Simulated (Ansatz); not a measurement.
Run on Sr (omega type): DFT, PBE, all-electron LAPW, scalar-relativistic (Ansatz 0.2.0). This run: omega relaxed under pressure.

The cell comes from a relaxation on PAW files under the same functional, begun from a prototype that needn't be the stable phase.

Command: `ansatz run input.yaml --threads 2 --pin off --max-ram 5120MiB --backend cpu --events-out ev --progress --plain --runs-dir out` It took 22 s on 2 threads of Arm Neoverse V1, with other jobs on the host, peak memory 0.42 GiB.

```yaml
crystal:
  lattice:
    - [5.1740456064, 0.0, 0.0]
    - [-2.5870228032, 4.4808549354, 0.0]
    - [0.0, 0.0, 3.0367939651]
  atoms:
    - { symbol: Sr, position: [0.0, 0.0, 0.0] }
    - { symbol: Sr, position: [0.3333333333, 0.6666666667, 0.5] }
    - { symbol: Sr, position: [0.6666666667, 0.3333333333, 0.5] }
kpoints:
  mp_grid: { grid: [7, 7, 10] }
scf:
  occupations: { method: fermi_dirac, width: 0.05 }
hamiltonian:
  xc: pbe
  pseudopotentials: { kind: all_electron, lapw: { basis_error: 0.0005 } }
output:
  forces: true
  stress: true
  eigenvalues: true
relax:
  f_tol: 0.005
  max_steps: 12
  cell: { p_target: 33.0, stress_tol: 0.03 }
```

Output:

```
The last accepted step is kept in <dir> (removed where the run ends without a failure and the disk answers)
LAPW: plane waves up to 7.147 Å⁻¹, error target 5.0e-4 eV per atom; small_component_spin mean_spin; Sr in spheres of 1.449 Å, 28 of its electrons in bands, Dirac shells [] (how accurate: hamiltonian.pseudopotentials.lapw.basis_error, Limitations)
Engine: ansatz 0.2.0
Pseudopotentials: kind: all_electron
Pseudopotential: Sr, LAPW, valence charge 28, lapw/all_electron/scalar/gaussian/Sr, Koelling and Harmon's equation, gaussian nucleus
Functional definition: PBE
  parameter kappa = 0.804
  parameter beta = 0.06672455060314922
  exchange = pbe_x(kappa = kappa, mu = beta*pi^2/3)
  correlation = pbe_c(beta = beta)
Crystal: 3 atoms, lattice volume = 70.405 Å³
Basis set: ecut = 194.6034735298808 eV, 421 PW (Γ), exchange–correlation at level 2
Bands: 51, of which v1, the nominal top of the filled ones, is band 42 counted from 1 (41 counted from 0)
Symmetry: 24 space group operations
Space group: P6/mmm (ITA 191), of the structure as read, at distance tolerance 4.1e-5 Å
k-points: 48 of 490
Non-local potential: Sr, projectors of the file, none
Initial density: superposition of atomic densities (chi_scale 0.1, normalization cell)
Initial wavefunctions: plane waves of lowest kinetic energy (no species holds an atomic orbital)
Functional: x = pbe(κ = 0.804, μ = 0.2195149727645171), c = pbe(β = 0.06672455060314922)
iter 1 solved again at ethr=4.75e-5 eV; its pass at ethr=1.00e-1 eV (dr2=3.99e-2 eV) is discarded
SCF iter   1: F=—  HF=-259551.595984 eV  |F-HF|=—  |Δ(HF+E_count)|=         —  Δρ=7.36e-3  dr2=3.98e-2  ethr=4.75e-5  ⟨swp⟩=3.1  Hψ=15623  notcnv=0
preconditioner: auto → Kerker (q_TF=auto, 2.810 Å⁻¹)  [metal: Δε(μ)=0.018 eV  Ē_g=16.185 eV  σ=0.050 eV  W_gap=0.09  n_scr=32 (ndim 8)  ℏωp=21.7 eV  f_vac=0.000  D(μ)=3.41/eV (n_scr^D=32)]
SCF iter   2: F=—  HF=-259551.497123 eV  |F-HF|=—  |Δ(HF+E_count)|=   9.89e-2  Δρ=4.70e-3  dr2=1.59e-2  ethr=4.74e-5  ⟨swp⟩=2.0  Hψ=7975  notcnv=0
SCF iter   3: F=—  HF=-259551.492684 eV  |F-HF|=—  |Δ(HF+E_count)|=   4.44e-3  Δρ=2.82e-3  dr2=5.84e-3  ethr=1.89e-5  ⟨swp⟩=2.0  Hψ=7620  notcnv=0
SCF iter   4: F=—  HF=-259551.494051 eV  |F-HF|=—  |Δ(HF+E_count)|=         —  Δρ=1.20e-3  dr2=1.17e-3  ethr=6.95e-6  ⟨swp⟩=2.0  Hψ=7620  notcnv=0
the basis was enlarged: its passes take 316.5 KiB over the memory plan, 2 of 2 planned eigensolver slots
iter 5 solved again at ethr=4.19e-8 eV; its pass at ethr=1.39e-6 eV (dr2=3.52e-5 eV) is discarded
SCF iter   5: F=—  HF=-259551.494319 eV  |F-HF|=—  |Δ(HF+E_count)|=   2.69e-4  Δρ=1.90e-4  dr2=3.52e-5  ethr=4.19e-8  ⟨swp⟩=2.0  Hψ=12699  notcnv=0
SCF iter   6: F=—  HF=-259551.494328 eV  |F-HF|=—  |Δ(HF+E_count)|=   9.14e-6  Δρ=7.43e-5  dr2=4.99e-6  ethr=4.19e-8  ⟨swp⟩=2.0  Hψ=7620  notcnv=0
SCF iter   7: F=—  HF=-259551.494330 eV  |F-HF|=—  |Δ(HF+E_count)|=   1.65e-6  Δρ=1.16e-5  dr2=1.26e-7  ethr=5.94e-9  ⟨swp⟩=2.7  Hψ=7698  notcnv=0
SCF iter   8: F=-259551.494330 eV  HF=-259551.494330 eV  |F-HF|=5.52e-8  |Δ(HF+E_count)|=   2.47e-7  Δρ=8.30e-6  dr2=8.38e-8  ethr=1.50e-10  ⟨swp⟩=2.0  Hψ=7622  notcnv=0
SCF 1 converged in 8 iterations: F = -259551.494330 eV  dr2 = 8.38e-8
relax step   1: F+E_penalty+E_count = -259551.49432965 eV  Δ(F+E_penalty+E_count) = +0.000e0 eV  max|allowed force component| = 1.542e-18 eV/Å  Δτ_max = 0.0000 Å  P = +33.011 GPa  Ω = 70.405 Å³  (8 SCF iters, accepted)
Initial density: handed on by an earlier stage of this run
Initial wavefunctions: those handed on with the density
iter 1 solved again at ethr=8.46e-11 eV; its pass at ethr=1.00e-1 eV (dr2=7.10e-8 eV) is discarded
SCF iter   1: F=—  HF=-259551.494324 eV  |F-HF|=—  |Δ(HF+E_count)|=         —  Δρ=7.68e-6  dr2=7.10e-8  ethr=8.46e-11  ⟨swp⟩=4.4  Hψ=12148  notcnv=0
preconditioner: auto → Kerker (q_TF=auto, 2.810 Å⁻¹)  [metal: Δε(μ)=0.020 eV  Ē_g=16.365 eV  σ=0.050 eV  W_gap=0.10  n_scr=32 (ndim 8)  ℏωp=21.7 eV  f_vac=0.000  D(μ)=3.45/eV (n_scr^D=32)]
SCF iter   2: F=-259551.494330 eV  HF=-259551.494330 eV  |F-HF|=4.71e-9  |Δ(HF+E_count)|=   6.08e-6  Δρ=5.26e-6  dr2=3.03e-8  ethr=8.45e-11  ⟨swp⟩=3.0  Hψ=7863  notcnv=0
SCF 2 converged in 2 iterations: F = -259551.494330 eV  dr2 = 3.03e-8
relax step   2: F+E_penalty+E_count = -259551.49432969 eV  Δ(F+E_penalty+E_count) = -3.714e-8 eV  max|allowed force component| = 1.927e-19 eV/Å  Δτ_max = 0.0000 Å  P = +33.011 GPa  Ω = 70.405 Å³  stress off target by 2.07e-2 GPa  SCF on the basis re-selected at this cell (its energy is not comparable with the rows above)  (2 SCF iters)
basis re-selected at this cell: Δ(F+E_penalty+E_count) = -3.714e-8 eV, ΔP = +0.000 GPa vs the last step (what re-selecting the basis moved, after the strain that the cell walked since its last selection, with what the two solves' SCF thresholds leave and, on support functions, any second-order correction that the steps lacked; it is no measure of the basis error at this ecutwfc). This SCF's stress stands 2.07e-2 GPa from its target on what of the cell is left free (relax.cell.stress_tol is 3.00e-2 GPa) and its largest allowed force component is 1.93e-19 eV/Å (relax.f_tol is 5.00e-3 eV/Å): within both
SCF converged after 2 iterations
Free energy (F): -259551.494330 eV
Harris-Foulkes:  -259551.494330 eV  (|F-HF|=4.71e-9)
Internal energy: -259551.465328 eV  (E = F + TS)
E sigma→0 (E₀):  -259551.479829 eV
Entropy (-TS):   -0.029002 eV (-9.667 meV/atom)
Fermi energy:    15.733921 eV
--- Per-component energies (eV) ---
  E_band       = -9335.611233
  E_kinetic    = 267294.833541
  E_xc         = -8601.219669
  E_electrostatic = -518245.079200  (all electrons and nuclei)
  E_smearing   = -0.029002  (= −TS)
  E_closure    = 0.000000  (closes the sum)
  E_atoms      = -259552.471585  (free atoms, spherical and without spin; not in F)
  Σ components = -259551.494330   (vs F -259551.494330, Δ=0.00e0)
  Basis errors (estimates in eV, not in F): energy 2.2e-4 per atom: plane waves 2.0e-4 (1.1e-4 summed), levels above the bands 1.0e-50, relativity 4.1e-8, radial functions 1.1e-5, core shells 8.0e-12; eigenvalues (radial functions only) 1.6e-7; not estimated: angular momenta, meshes, grids; target (lapw.basis_error) 5.0e-4; muffin-tin radii Sr 1.449 Å
--- Forces (eV/Å), atoms counted from 1 ---
  atom   1  Sr     0.00000000     0.00000000     0.00000000
  atom   2  Sr     0.00000000     0.00000000     0.00000000
  atom   3  Sr     0.00000000     0.00000000     0.00000000
  max |Σ_I F_I| component: 2.89e-19 eV/Å
--- Stress (GPa, compression-positive) ---
       33.020723       0.000000       0.000000
        0.000000      33.020723       0.000000
        0.000000       0.000000      32.991778
  P = ⅓ Tr σ = 33.0111 GPa (330.111 kbar)
--- Band table (eV; the first three rows and the last of 48) ---
  k-point 0: bands = ["-311.9918", "-311.9918", "-311.7843", "-234.3621", "-234.3621", "-234.3621", "-234.3621", "-234.3620", "-234.3620", "-234.1684", "-234.1474", "-234.1474", "-106.3026", "-106.3025", "-106.2991", "-106.2991", "-106.2991", "-106.2991", "-106.2962", "-106.2962", "-106.2961", "-106.2961", "-106.1039", "-106.0933", "-106.0933", "-106.0807", "-106.0807", "-20.0197", "-19.4667", "-19.3823", "-2.7363", "-2.7363", "-2.2398", "-2.2398", "-1.1366", "-0.7102", "-0.7102", "-0.6418", "-0.5377", "11.9937", "14.8611", "17.2752", "17.2752", "17.3582", "17.3582", "17.3931", "18.5976", "19.7713", "19.7713", "21.2065", "21.2065"]
  k-point 1: bands = ["-311.9918", "-311.9918", "-311.7843", "-234.3621", "-234.3621", "-234.3621", "-234.3621", "-234.3620", "-234.3620", "-234.1684", "-234.1474", "-234.1474", "-106.3025", "-106.3025", "-106.2991", "-106.2991", "-106.2991", "-106.2991", "-106.2962", "-106.2962", "-106.2961", "-106.2961", "-106.1039", "-106.0933", "-106.0933", "-106.0807", "-106.0807", "-19.9887", "-19.4435", "-19.3637", "-2.7038", "-2.7038", "-2.1853", "-2.1853", "-1.3566", "-0.8401", "-0.7765", "-0.7199", "-0.7199", "12.3102", "15.3152", "16.8735", "16.8735", "17.1627", "17.1627", "17.9477", "19.0052", "19.7734", "19.7734", "20.8451", "20.8451"]
  k-point 2: bands = ["-311.9918", "-311.9918", "-311.7843", "-234.3621", "-234.3621", "-234.3621", "-234.3621", "-234.3620", "-234.3620", "-234.1684", "-234.1474", "-234.1474", "-106.3025", "-106.3024", "-106.2991", "-106.2991", "-106.2991", "-106.2991", "-106.2962", "-106.2962", "-106.2962", "-106.2962", "-106.1038", "-106.0933", "-106.0933", "-106.0807", "-106.0807", "-19.9054", "-19.3821", "-19.3155", "-2.6168", "-2.6168", "-2.0310", "-2.0310", "-1.8923", "-1.3595", "-1.3306", "-0.7558", "-0.7558", "13.1162", "15.9487", "15.9487", "16.4230", "16.6277", "16.6277", "19.4957", "19.8856", "19.8856", "20.0025", "20.0025", "20.2145"]
  k-point 47: bands = ["-311.9918", "-311.9918", "-311.7843", "-234.3621", "-234.3621", "-234.3621", "-234.3621", "-234.3620", "-234.3620", "-234.1684", "-234.1474", "-234.1474", "-106.3024", "-106.3024", "-106.2992", "-106.2991", "-106.2991", "-106.2991", "-106.2962", "-106.2962", "-106.2962", "-106.2962", "-106.1038", "-106.0933", "-106.0933", "-106.0807", "-106.0807", "-19.4881", "-19.4046", "-19.1939", "-3.2154", "-3.0014", "-2.8302", "-2.0581", "-1.8855", "-1.5227", "-1.3071", "-1.2291", "-0.7781", "13.6869", "15.3365", "15.9039", "15.9485", "16.2974", "17.0120", "18.1303", "18.7234", "18.9221", "19.0295", "20.6852", "21.9950"]
--- Relaxed structure (1 steps of the walk, 1 accepted, 1 SCFs on fresh bases) ---
  F+E_penalty+E_count = -259551.49432969 eV   max|allowed force component| = 1.927e-19 eV/Å   (the final SCF, on the basis selected at the relaxed cell)
  cell:  # Å, volume = 70.4055 Å³
    - [5.174045606352854, 0.0, 0.0]
    - [-2.587022803176427, 4.4808549354408305, 0.0]
    - [0.0, 0.0, 3.0367939651]
  atoms:
    - { symbol: Sr, position: [0.0, 0.0, 0.0] }
    - { symbol: Sr, position: [0.3333333333333333, 0.6666666666666666, 0.49999999999999994] }
    - { symbol: Sr, position: [0.6666666666666666, 0.3333333333333333, 0.49999999999999994] }
```

Next run (single point at the cell that PAW relaxed from the dhcp type at 33 GPa), as changes to the input before:

```diff
   lattice:
-    - [5.1740456064, 0.0, 0.0]
-    - [-2.5870228032, 4.4808549354, 0.0]
-    - [0.0, 0.0, 3.0367939651]
+    - [3.2192618124, 0.0, 0.0]
+    - [-1.6096309062, 2.787962511, 0.0]
+    - [0.0, 0.0, 10.4132270278]
   atoms:
-    - { symbol: Sr, position: [0.3333333333, 0.6666666667, 0.5] }
-    - { symbol: Sr, position: [0.6666666667, 0.3333333333, 0.5] }
+    - { symbol: Sr, position: [0.0, 0.0, 0.5] }
+    - { symbol: Sr, position: [0.3333333333, 0.6666666667, 0.25] }
+    - { symbol: Sr, position: [0.6666666667, 0.3333333333, 0.75] }
 kpoints:
-  mp_grid: { grid: [7, 7, 10] }
+  mp_grid: { grid: [11, 11, 3] }
 scf:
   eigenvalues: true
-relax:
-  f_tol: 0.005
-  max_steps: 12
-  cell: { p_target: 33.0, stress_tol: 0.03 }
+  populations: true
```

Command: `ansatz run input.yaml --threads 2 --pin off --max-ram 5120MiB --backend cpu --events-out ev --progress --plain --runs-dir out` It took 18 s on 2 threads of Arm Neoverse V1 (shared host), peak memory 0.48 GiB.

Results part of the output:

```
SCF 1 converged in 9 iterations: F = -346068.764796 eV  dr2 = 2.24e-8
SCF converged after 9 iterations
Free energy (F): -346068.764796 eV
Harris-Foulkes:  -346068.764796 eV  (|F-HF|=2.67e-8)
Internal energy: -346068.732518 eV  (E = F + TS)
E sigma→0 (E₀):  -346068.748657 eV
Entropy (-TS):   -0.032278 eV (-8.069 meV/atom)
Fermi energy:    15.836774 eV
--- Per-component energies (eV) ---
  E_band       = -9941.581836
  E_kinetic    = 356393.016103
  E_xc         = -11468.276024
  E_electrostatic = -690993.472597  (all electrons and nuclei)
  E_smearing   = -0.032278  (= −TS)
[... lines left out ...]
        0.000000       0.000000      33.003693
  P = ⅓ Tr σ = 33.0035 GPa (330.035 kbar)
--- Band table (eV; the first three rows and the last of 32) ---
  k-point 0: bands = ["-234.2240", "-234.2240", "-234.2240", "-234.2240", "-234.2196", "-234.2196", "-234.1613", "-234.1613", "-234.1613", "-234.1613", "-234.1599", "-234.1599", "-106.1614", "-106.1614", "-106.1614", "-106.1614", "-106.1582", "-106.1582", "-106.1567", "-106.1567", "-106.1567", "-106.1567", "-106.0977", "-106.0977", "-106.0977", "-106.0977", "-106.0973", "-106.0973", "-106.0962", "-106.0962", "-106.0962", "-106.0962", "-19.8570", "-19.6530", "-19.5854", "-19.3655", "-3.1542", "-1.9998", "-1.9435", "-0.9156", "-0.9156", "-0.7919", "-0.7919", "-0.7217", "-0.7217", "-0.5920", "-0.5920", "-0.5670", "12.0921", "13.9725", "14.0094", "14.2776", "17.8959", "17.9671", "18.7274", "18.7274", "18.8634", "18.8634", "19.1873", "19.4815", "19.4815", "19.5981", "19.6959"]
  k-point 1: bands = ["-234.2240", "-234.2240", "-234.2240", "-234.2240", "-234.2196", "-234.2196", "-234.1613", "-234.1613", "-234.1613", "-234.1613", "-234.1599", "-234.1599", "-106.1614", "-106.1614", "-106.1614", "-106.1614", "-106.1582", "-106.1582", "-106.1567", "-106.1567", "-106.1567", "-106.1567", "-106.0977", "-106.0977", "-106.0977", "-106.0977", "-106.0973", "-106.0973", "-106.0962", "-106.0962", "-106.0962", "-106.0962", "-19.8266", "-19.7434", "-19.4910", "-19.3998", "-3.0045", "-2.5833", "-1.3065", "-0.8957", "-0.8957", "-0.8424", "-0.8424", "-0.7744", "-0.6697", "-0.6697", "-0.6133", "-0.6133", "12.3982", "13.1708", "14.3269", "14.3527", "18.2473", "18.3613", "18.8278", "18.8278", "18.8639", "18.9330", "18.9330", "19.1935", "19.3455", "19.3455", "19.4919"]
  k-point 2: bands = ["-234.2240", "-234.2240", "-234.2240", "-234.2240", "-234.2196", "-234.2196", "-234.1613", "-234.1613", "-234.1613", "-234.1613", "-234.1599", "-234.1599", "-106.1614", "-106.1614", "-106.1614", "-106.1614", "-106.1582", "-106.1582", "-106.1567", "-106.1567", "-106.1567", "-106.1567", "-106.0977", "-106.0977", "-106.0977", "-106.0977", "-106.0973", "-106.0973", "-106.0962", "-106.0962", "-106.0962", "-106.0962", "-19.8261", "-19.6294", "-19.5618", "-19.3504", "-3.0915", "-2.0156", "-1.9642", "-1.0872", "-0.9682", "-0.9104", "-0.8553", "-0.8282", "-0.7629", "-0.7578", "-0.6106", "-0.5912", "12.4116", "14.2530", "14.2831", "14.5869", "17.4938", "17.7492", "18.2294", "18.3348", "18.7615", "18.9810", "19.0769", "19.3688", "19.6233", "19.7614", "19.7633"]
  k-point 31: bands = ["-234.2240", "-234.2240", "-234.2240", "-234.2240", "-234.2196", "-234.2196", "-234.1613", "-234.1613", "-234.1613", "-234.1613", "-234.1599", "-234.1599", "-106.1614", "-106.1614", "-106.1614", "-106.1614", "-106.1581", "-106.1581", "-106.1567", "-106.1567", "-106.1567", "-106.1567", "-106.0977", "-106.0977", "-106.0977", "-106.0977", "-106.0972", "-106.0972", "-106.0962", "-106.0962", "-106.0962", "-106.0962", "-19.3151", "-19.3105", "-19.2385", "-19.2342", "-2.6556", "-2.6412", "-2.5000", "-2.3904", "-2.1572", "-2.1262", "-1.9058", "-1.7742", "-1.4226", "-1.2160", "-1.1329", "-1.0796", "15.0587", "15.1932", "16.1229", "16.1942", "16.4897", "16.5483", "16.7460", "16.9310", "18.1405", "18.3433", "18.3520", "18.7161", "20.2472", "20.4189", "21.5112"]
--- Löwdin populations: 4 sites ---
  site symbol       q [e]
     0     Sr     37.1163
     1     Sr     37.1163
     2     Sr     37.1850
     3     Sr     37.1850
  spilling = 0.022351 (of n_electrons = 152.000000)
```
